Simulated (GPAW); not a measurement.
# Ge (Fd-3m) in GPAW: a series of runs

The runs below take Ge through band structure, gruneisen, with LDA, vdW-DF-cx.

Program: GPAW 26.7.0. These are calculated values, not measurements. Logs are shortened: lines on timing, memory, paths and dates and some standing lists are left out, and cuts for length are marked. The log counts tension as positive stress, the text compression.

**Experimental background.**

“Temperature-dependent photoluminescence in Ge: experiment and theory”, 2020, arxiv:2003.00143 reports, for a bulk crystal of Ge at 0 K: band gap 0.744 eV (indirect).

“Electronic and optical properties of SixGe1-x-ySny alloys lattice-matched to Ge”, 2021, arxiv:2109.02782 reports, for a bulk crystal of Ge at 300 K: band gap 0.807 eV (direct).

The results are compared with them further down.

## Step 1: The crystal as given

The structure is cubic, space group Fd-3m (No. 227). The conventional cell has a = 5.658 Å, b = 5.658 Å, c = 5.658 Å, α = 90.00°, β = 90.00°, γ = 90.00°. Ge (site symmetry -43m) is surrounded by 4 Ge at 2.45 Å.

## Step 2: Band structure, LDA

run.py reads:

```python
import spglib
from ase import Atoms
from ase.dft.bandgap import bandgap
from ase.io import read, write
from ase.units import GPa
from gpaw import GPAW, PW, setup_paths

setup_paths.insert(0, '.')

atoms = read('Ge.cif')
cell, positions, numbers = spglib.find_primitive(
    (atoms.cell[:], atoms.get_scaled_positions(), atoms.numbers), symprec=1e-4)
atoms = Atoms(numbers, cell=cell, scaled_positions=positions, pbc=True)

calc = GPAW(mode=PW(600),
            xc='LDA',
            kpts={'size': (8, 8, 8), 'gamma': True},
            occupations={'name': 'fermi-dirac', 'width': 0.05},
            nbands=11,
            convergence={'density': 1e-05, 'energy': 1e-05},
            maxiter=150,
            txt='gpaw.txt')
atoms.calc = calc
energy = atoms.get_potential_energy()
forces = atoms.get_forces()
stress = atoms.get_stress()
calc.write('gs.gpw')
write('result.traj', atoms)
print(f'Energy: {energy:.6f} eV')
print('Forces (eV/A):')
print(forces.round(4))
print('Stress (GPa):', (stress / GPa).round(3))
print('Fermi level:', round(calc.get_fermi_level(), 4), 'eV')
print(f'Gap: {bandgap(calc)[0]:.4f} eV, direct: {bandgap(calc, direct=True)[0]:.4f} eV')

path = atoms.cell.bandpath('GXWKGLUWLK,UX', npoints=100, eps=1e-4)
bs_calc = calc.fixed_density(kpts=path, symmetry='off', nbands=21,
                             convergence={'bands': 'CBM+6.0', 'eigenstates': 1e-6}, txt='bands.txt')
bs = bs_calc.band_structure()
bs.write('bs.json')
print(f'Gap on the path: {bandgap(bs_calc)[0]:.4f} eV')
```

Ge.cif reads:

```cif
data_Ge
_cell_length_a 5.65782000
_cell_length_b 5.65782000
_cell_length_c 5.65782000
_cell_angle_alpha 90.00000000
_cell_angle_beta 90.00000000
_cell_angle_gamma 90.00000000
_space_group_name_H-M_alt 'Fd-3m'
_space_group_name_Hall 'F 4d 2 3 -1d'
_space_group_IT_number 227
loop_
_space_group_symop_operation_xyz
'x,y,z'
'-y+1/4,x+1/4,z+1/4'
'-x,-y+1/2,z+1/2'
'y+3/4,-x+1/4,z+3/4'
'x,-y,-z'
'-y+1/4,-x+3/4,-z+3/4'
'-x,y+1/2,-z+1/2'
'y+3/4,x+3/4,-z+1/4'
'z,x,y'
'z+1/4,-y+1/4,x+1/4'
'z+1/2,-x,-y+1/2'
'z+3/4,y+3/4,-x+1/4'
'-z,x,-y'
'-z+3/4,-y+1/4,-x+3/4'
'-z+1/2,-x,y+1/2'
'-z+1/4,y+3/4,x+3/4'
'y,z,x'
'x+1/4,z+1/4,-y+1/4'
'-y+1/2,z+1/2,-x'
'-x+1/4,z+3/4,y+3/4'
'-y,-z,x'
'-x+3/4,-z+3/4,-y+1/4'
'y+1/2,-z+1/2,-x'
'x+3/4,-z+1/4,y+3/4'
'-x+1/4,-y+1/4,-z+1/4'
'y,-x,-z'
'x+1/4,y+3/4,-z+3/4'
'-y+1/2,x,-z+1/2'
'-x+1/4,y+1/4,z+1/4'
'y,x+1/2,z+1/2'
'x+1/4,-y+3/4,z+3/4'
'-y+1/2,-x+1/2,z'
'-z+1/4,-x+1/4,-y+1/4'
'-z,y,-x'
'-z+3/4,x+1/4,y+3/4'
'-z+1/2,-y+1/2,x'
'z+1/4,-x+1/4,y+1/4'
'z+1/2,y,x+1/2'
'z+3/4,x+1/4,-y+3/4'
'z,-y+1/2,-x+1/2'
'-y+1/4,-z+1/4,-x+1/4'
[... 89 lines left out ...]
'-z+1/4,x+1/4,y+1/4'
'-z,-y+1/2,x+1/2'
'z+3/4,-x+1/4,y+3/4'
'z,y,x'
'z+1/4,x+1/4,-y+1/4'
'z+1/2,-y+1/2,-x'
'-y+3/4,-z+1/4,-x+3/4'
'-x+1/2,-z,y+1/2'
'y+1/4,-z+3/4,x+3/4'
'x+1/2,-z+1/2,-y'
'y+3/4,z+1/4,-x+3/4'
'x,z+1/2,y+1/2'
'-y+1/4,z+3/4,x+3/4'
'-x,z,-y'
'x+1/2,y+1/2,z'
'-y+3/4,x+3/4,z+1/4'
'-x+1/2,-y,z+1/2'
'y+1/4,-x+3/4,z+3/4'
'x+1/2,-y+1/2,-z'
'-y+3/4,-x+1/4,-z+3/4'
'-x+1/2,y,-z+1/2'
'y+1/4,x+1/4,-z+1/4'
'z+1/2,x+1/2,y'
'z+3/4,-y+3/4,x+1/4'
'z,-x+1/2,-y+1/2'
'z+1/4,y+1/4,-x+1/4'
'-z+1/2,x+1/2,-y'
'-z+1/4,-y+3/4,-x+3/4'
'-z,-x+1/2,y+1/2'
'-z+3/4,y+1/4,x+3/4'
'y+1/2,z+1/2,x'
'x+3/4,z+3/4,-y+1/4'
'-y,z,-x'
'-x+3/4,z+1/4,y+3/4'
'-y+1/2,-z+1/2,x'
'-x+1/4,-z+1/4,-y+1/4'
'y,-z,-x'
'x+1/4,-z+3/4,y+3/4'
'-x+3/4,-y+3/4,-z+1/4'
'y+1/2,-x+1/2,-z'
'x+3/4,y+1/4,-z+3/4'
'-y,x+1/2,-z+1/2'
'-x+3/4,y+3/4,z+1/4'
'y+1/2,x,z+1/2'
'x+3/4,-y+1/4,z+3/4'
'-y,-x,z'
'-z+3/4,-x+3/4,-y+1/4'
'-z+1/2,y+1/2,-x'
'-z+1/4,x+3/4,y+3/4'
'-z,-y,x'
'z+3/4,-x+3/4,y+1/4'
'z,y+1/2,x+1/2'
'z+1/4,x+3/4,-y+3/4'
'z+1/2,-y,-x+1/2'
'-y+3/4,-z+3/4,-x+1/4'
'-x+1/2,-z+1/2,y'
'y+1/4,-z+1/4,x+1/4'
'x+1/2,-z,-y+1/2'
'y+3/4,z+3/4,-x+1/4'
'x,z,y'
'-y+1/4,z+1/4,x+1/4'
'-x,z+1/2,-y+1/2'
loop_
_atom_site_label
_atom_site_type_symbol
_atom_site_symmetry_multiplicity
_atom_site_Wyckoff_symbol
_atom_site_fract_x
_atom_site_fract_y
_atom_site_fract_z
_atom_site_occupancy
Ge1 Ge 8 a 0.2500000000 0.2500000000 0.2500000000 1
```

Potentials or basis: PAW data sets generated in the run's folder for this functional, pw.

Run with:

```sh
$ gpaw-setup -f LDA Ge
$ OMP_NUM_THREADS=1 python run.py
```

gpaw.txt:

```text
__  _  _
 | _ |_)|_||  |
 |__||  | ||/\| - 26.7.0

Input parameters:
  mode=PW(ecut=600.0),
  convergence={'density': 1e-05, 'energy': 1e-05},
  kpts=MonkhorstPack(size=(8, 8, 8), gamma=True),
  maxiter=150,
  nbands=11,
  occupations=Occupations(name='fermi-dirac', width=0.05),
  xc=XC(name='LDA')

Diagonalizing LCAO Hamiltonian
Converting LCAO to pw mode

           Ge

       Ge

Atoms  # Å, Bohr magnetons
|   | symbol |        x |        y |        z |    initial magnetic moments |
|---|--------|----------|----------|----------|-----------------------------|
| 0 |     Ge | 1.414455 | 1.414455 | 1.414455 | ( 0.0000,  0.0000,  0.0000) |
| 1 |     Ge | 0.000000 | 0.000000 | 0.000000 | ( 0.0000,  0.0000,  0.0000) |

Unit cell  # Å
| periodic |        x |        y |        z |  lengths |    angles |
|----------|----------|----------|----------|----------|-----------|
|      yes | 0.000000 | 2.828910 | 2.828910 | 4.000683 | 60.000000 |
|      yes | 2.828910 | 0.000000 | 2.828910 | 4.000683 | 60.000000 |
|      yes | 2.828910 | 2.828910 | 0.000000 | 4.000683 | 60.000000 |

Number of symmetries: 24
Symmetry operations  # r_c * U_cc + t_c -> r_c
|    | kind |            matrix            |
|----|------|------------------------------|
|  0 |  E   |  1, 0, 0,  0, 1, 0,  0, 0, 1 |
|  1 |  σ   |  1, 0, 0,  0, 0, 1,  0, 1, 0 |
|  2 |  σ   |  1, 0,-1,  0, 1,-1,  0, 0,-1 |
|  3 |  C3  |  1, 0,-1,  0, 0,-1,  0, 1,-1 |
|  4 |  C3  |  1,-1, 0,  0,-1, 1,  0,-1, 0 |
|  5 |  σ   |  1,-1, 0,  0,-1, 0,  0,-1, 1 |
|  6 |  σ   |  0, 1, 0,  1, 0, 0,  0, 0, 1 |
|  7 |  C3  |  0, 1, 0,  0, 0, 1,  1, 0, 0 |
|  8 |  C2  |  0, 1,-1,  1, 0,-1,  0, 0,-1 |
|  9 |  S4  |  0, 1,-1,  0, 0,-1,  1, 0,-1 |
| 10 |  C3  |  0, 0, 1,  1, 0, 0,  0, 1, 0 |
| 11 |  σ   |  0, 0, 1,  0, 1, 0,  1, 0, 0 |
| 12 |  S4  |  0, 0,-1,  1, 0,-1,  0, 1,-1 |
| 13 |  C3  |  0, 0,-1,  0, 1,-1,  1, 0,-1 |
| 14 |  S4  |  0,-1, 1,  1,-1, 0,  0,-1, 0 |
| 15 |  C2  |  0,-1, 1,  0,-1, 0,  1,-1, 0 |
| 16 |  C3  |  0,-1, 0,  1,-1, 0,  0,-1, 1 |
| 17 |  S4  |  0,-1, 0,  0,-1, 1,  1,-1, 0 |
| 18 |  S4  | -1, 1, 0, -1, 0, 1, -1, 0, 0 |
| 19 |  C3  | -1, 1, 0, -1, 0, 0, -1, 0, 1 |
| 20 |  C3  | -1, 0, 1, -1, 1, 0, -1, 0, 0 |
| 21 |  S4  | -1, 0, 1, -1, 0, 0, -1, 1, 0 |
| 22 |  σ   | -1, 0, 0, -1, 1, 0, -1, 0, 1 |
| 23 |  C2  | -1, 0, 0, -1, 0, 1, -1, 1, 0 |

BZ-sampling:
  Number of BZ points: 512
  Number of IBZ points: 29

  Monkhorst-Pack size: [8, 8, 8]
  Monkhorst-Pack shift: [0.0625, 0.0625, 0.0625]

K-points  # in reciprocal-cell coordinates
|     |                                coordinates |     weight |
|-----|--------------------------------------------|------------|
|   0 | (  0.00000000,   0.00000000,   0.00000000) | 0.00195312 |
|   1 | (  0.12500000,   0.12500000,   0.00000000) | 0.01171875 |
|   2 | (  0.12500000,   0.12500000,   0.12500000) | 0.01562500 |
|   3 | (  0.25000000,   0.12500000,   0.12500000) | 0.02343750 |
|   4 | (  0.25000000,   0.25000000,   0.00000000) | 0.01171875 |
|   5 | (  0.25000000,   0.25000000,   0.12500000) | 0.04687500 |
|   6 | (  0.25000000,   0.25000000,   0.25000000) | 0.01562500 |
|   7 | (  0.37500000,   0.25000000,  -0.37500000) | 0.04687500 |
|   8 | (  0.37500000,   0.25000000,   0.12500000) | 0.04687500 |
|   9 | (  0.37500000,   0.25000000,   0.25000000) | 0.04687500 |
| ... |                                            |            |
|  28 | (  0.50000000,   0.50000000,   0.50000000) | 0.00781250 |

Plane wave coefficients: 1540
Cutoff: 600.0 eV

Spin-components: 1 (collinear spins)
Bands:           11
Projectors:      10
Spin-degeneracy: 2
Datatype:        complex128

Parallelization:
  kpt:    1
  domain: 1
  band:   1

Density:
  Valence electrons: 8.0
  Components: 1
  Grid points: [24 24 24]
  Charge: 0.0  # |e|

Potential:
  Grid points: [24 24 24]

species:
  Ge:
    name:    Germanium
    Z:       32.0
    valence: 4
    core:    28
    charge:  0.0  # [|e|]
    compensation charges:
      type: gauss
      rc: 0.32  # [Å]
      lmax: 2
    cutoffs:
      filter: 1.77  # [Å]
      core: 3.42  # [Å]
    projectors
    | kind |    occ | energy [eV] | rcut [Å] |
    |------|--------|-------------|----------|
    |   4s |  2.000 |     -11.940 |    1.005 |
    |   4p |  2.000 |      -4.047 |    1.005 |
    |    s |        |      15.271 |    1.005 |
    |    p |        |      23.164 |    1.005 |
    |    d |        |       0.000 |    1.005 |

    Using partial waves for Ge as LCAO basis

Reference energy: -114035.635434  # eV

eigensolver:
  PPCG
  Converge bands: occupied
  niter=2

density mixing:
  MSR1-Mixer
  Pratt-step length: 0.05
  Maximum mixing coefficient: 0.75
  Old densities: 10
  SVD Regularization: 0.005
  Good broyden scale: 1.0
  Trust region scale: 1.0
  Backstep threshold: 4.0
  History deletion threshold: 6.0
  Fourier metric: weight=20.0, sigma=0.015

occupation numbers:
  Fermi-Dirac:
    width: 0.0500  # eV

poisson solver:
  ecut: 4800.0  # eV

xc functional:
  name: None

convergence criteria:
[... 6 lines left out ...]
|iter     | |      energy | eigst |  dens |
|---------|-|-------------|-------|-------|
|iter:   1| |  -10.482407 | -0.44 |       |
|iter:   2| |  -10.471544 | -2.71 | -0.91 |
|iter:   3| |  -10.381578 | -2.56 | -0.93 |
|iter:   4| |  -10.378316 | -3.57 | -1.57 |
|iter:   5| |  -10.378273 | -5.19 | -2.48 |
|iter:   6| |  -10.378274c| -6.53 | -3.32 |
|iter:   7| |  -10.378274c| -7.83c| -3.77 |
|iter:   8| |  -10.378274c| -8.44c| -5.01c|

Converged in 8 steps
Energy contributions relative to reference atoms: (reference = -114035.635434)

Energy contributions:
  Kinetic:          26.057331
  Coulomb:         -23.482196
  Zero:              0.003113
  External:          0.000000
  Xc:              -12.956028
  Entropy:          -0.000986
  Spinorbit:         0.000000
  ----------------------------
  Free energy:     -10.378767
  Extrapolated:    -10.378274

dipole moment: (-21.798119, -21.798119, -21.798119)  # |e|*Ang

Fermi level: 5.658
Eigenvalues  # (at kpt = [0.000, 0.000, 0.000])
| band index |      eig [eV] | occ [0-2] |
|------------|---------------|-----------|
|          0 |        -7.133 |     2.000 |
|          1 |         5.542 |     1.821 |
|          2 |         5.670 |     0.881 |
|          3 |         5.670 |     0.881 |
|          4 |         5.670 |     0.881 |
|          5 |         8.209 |     0.000 |
|          6 |         8.209 |     0.000 |
|          7 |         8.209 |     0.000 |
|          8 |        11.895 |     0.000 |
|          9 |        15.141 |     0.000 |
|         10 |        15.150 |     0.000 |

No gap
No difference between direct/indirect transitions

Forces  # eV/Ang
|        x |       y |       z |
|----------|---------|---------|
|  0.00000 | 0.00000 | 0.00000 |  # Ge   0
| -0.00000 | 0.00000 | 0.00000 |  # Ge   1

Stress tensor  # eV/Ang^3
|         x |         y |        z |
|-----------|-----------|----------|
|  0.006053 | -0.000000 | 0.000000 |
| -0.000000 |  0.006053 | 0.000000 |
|  0.000000 |  0.000000 | 0.006053 |

# Writing to gs.gpw (mode='')
```

Wall time 22 s (1 thread of INTEL XEON PLATINUM 8581C at 2.30GHz (Emerald Rapids), shared host); peak memory 0.24 GiB.

What came out:

```
Free energy             : -10.3788 eV
Pressure                : -1.0 GPa
Band gap along the path : none (metal or under the smearing width)
```

Levels at the corners of the path, in eV from the Fermi level:
| point | band 2 | band 3 | band 4 | band 5 | band 6 | band 7 |
| --- | --- | --- | --- | --- | --- | --- |
| Γ | -0.12 | 0.01 | 0.01 | 0.01 | 2.55 | 2.55 |
| X | -8.93 | -3.06 | -3.06 | 0.67 | 0.67 | 9.44 |
| W | -8.83 | -3.91 | -3.91 | 4.28 | 4.28 | 4.67 |
| K | -8.34 | -4.34 | -2.62 | 1.08 | 4.04 | 7.14 |
| Γ | -0.12 | 0.01 | 0.01 | 0.01 | 2.55 | 2.55 |
| L | -7.63 | -1.39 | -1.39 | 0.08 | 3.74 | 3.74 |
| U | -8.34 | -4.34 | -2.62 | 1.08 | 4.04 | 7.14 |
| W | -8.83 | -3.91 | -3.91 | 4.28 | 4.28 | 4.67 |
| L | -7.63 | -1.39 | -1.39 | 0.08 | 3.74 | 3.74 |
| K | -8.34 | -4.34 | -2.62 | 1.08 | 4.04 | 7.14 |
| U | -8.34 | -4.34 | -2.62 | 1.08 | 4.04 | 7.14 |
| X | -8.93 | -3.06 | -3.06 | 0.67 | 0.67 | 9.44 |

Caveat: this crystal is a semiconductor, whose small gap the functional closes, so the metal is an error of the method.

## Step 3: Band structure, vdW-DF-cx, spin-orbit coupling, no magnetisation

run.py reads:

```python
import numpy as np
from ase.dft.bandgap import bandgap
from ase.io import read, write
from gpaw import GPAW, PW
from gpaw.spinorbit import soc_eigenstates

atoms = read('Ge.xyz')

calc = GPAW(mode=PW(600),
            xc={'name': 'vdW-DF-cx', 'backend': 'libvdwxc'},
            kpts={'size': (8, 8, 8), 'gamma': True},
            occupations={'name': 'fermi-dirac', 'width': 0.05},
            nbands=11,
            convergence={'density': 1e-05, 'energy': 1e-05},
            maxiter=150,
            txt='gpaw.txt')
atoms.calc = calc
energy = atoms.get_potential_energy()
forces = atoms.get_forces()
calc.write('gs.gpw')
write('result.traj', atoms)
print(f'Energy: {energy:.6f} eV')
print('Forces (eV/A):')
print(forces.round(4))
print('Fermi level:', round(calc.get_fermi_level(), 4), 'eV')
print(f'Gap: {bandgap(calc)[0]:.4f} eV, direct: {bandgap(calc, direct=True)[0]:.4f} eV')

path = atoms.cell.bandpath('GXWKGLUWLK,UX', npoints=80, eps=1e-4)
bs_calc = calc.fixed_density(kpts=path, symmetry='off', nbands=21,
                             convergence={'bands': 'CBM+6.0', 'eigenstates': 1e-6}, txt='bands.txt')
bs = bs_calc.band_structure()
bs.write('bs.json')
print(f'Gap on the path: {bandgap(bs_calc)[0]:.4f} eV')

soc = soc_eigenstates(bs_calc, theta=0, phi=0)
np.savetxt('soc_bands.dat', soc.eigenvalues(), fmt='%.4f')
mesh = soc_eigenstates('gs.gpw', theta=0, phi=0)
np.savetxt('soc_mesh.dat', mesh.eigenvalues(), fmt='%.4f')
print('Fermi level with spin-orbit coupling:', round(mesh.fermi_level, 4), 'eV')
```

Ge.xyz reads:

```xyz
2
Lattice="0.0000000000 2.8289100000 2.8289100000 2.8289100000 0.0000000000 2.8289100000 2.8289100000 2.8289100000 0.0000000000" Properties=species:S:1:pos:R:3 pbc="T T T"
Ge     4.2433650000      4.2433650000      4.2433650000
Ge     2.8289100000      2.8289100000      2.8289100000
```

Potentials or basis: GPAW PAW data sets (gpaw-data 1.2.1), pw.

Run with:

```sh
$ OMP_NUM_THREADS=1 python run.py
```

Run time: 19 s. Hardware: 1 thread of INTEL XEON PLATINUM 8581C at 2.30GHz (Emerald Rapids), shared host; peak memory 0.27 GiB.

The run converged. Its results:

```
Free energy             : 41.7684 eV
Band gap along the path : none (metal or under the smearing width)
```

Levels at the corners of the path, in eV from the Fermi level:
```csv
point,band 5,band 6,band 7,band 8,band 9,band 10,band 11,band 12
Γ,0.00,0.00,0.02,0.02,0.02,0.02,2.29,2.29
X,-3.17,-3.17,-3.17,-3.17,0.60,0.60,0.60,0.60
W,-4.06,-4.06,-3.98,-3.98,4.15,4.15,4.29,4.29
K,-4.45,-4.45,-2.73,-2.73,1.01,1.01,3.97,3.97
Γ,0.00,0.00,0.02,0.02,0.02,0.02,2.29,2.29
L,-1.59,-1.59,-1.39,-1.39,0.08,0.08,3.57,3.57
U,-4.45,-4.45,-2.73,-2.73,1.01,1.01,3.97,3.97
W,-4.06,-4.06,-3.98,-3.98,4.15,4.15,4.29,4.29
L,-1.59,-1.59,-1.39,-1.39,0.08,0.08,3.57,3.57
K,-4.45,-4.45,-2.73,-2.73,1.01,1.01,3.97,3.97
U,-4.45,-4.45,-2.73,-2.73,1.01,1.01,3.97,3.97
X,-3.17,-3.17,-3.17,-3.17,0.60,0.60,0.60,0.60
```

Caveat: spin-orbit coupling was added after a scalar SCF, so levels and gaps hold it while energy, forces, pressure and moments don't; this program's spin-orbit splittings come out too wide for heavy elements; the PAW data sets were made with another functional, which shifts forces and pressure a little; this crystal is a semiconductor, whose small gap the functional closes, so the metal is an error of the method.

(Continued in part 2 of 2.)
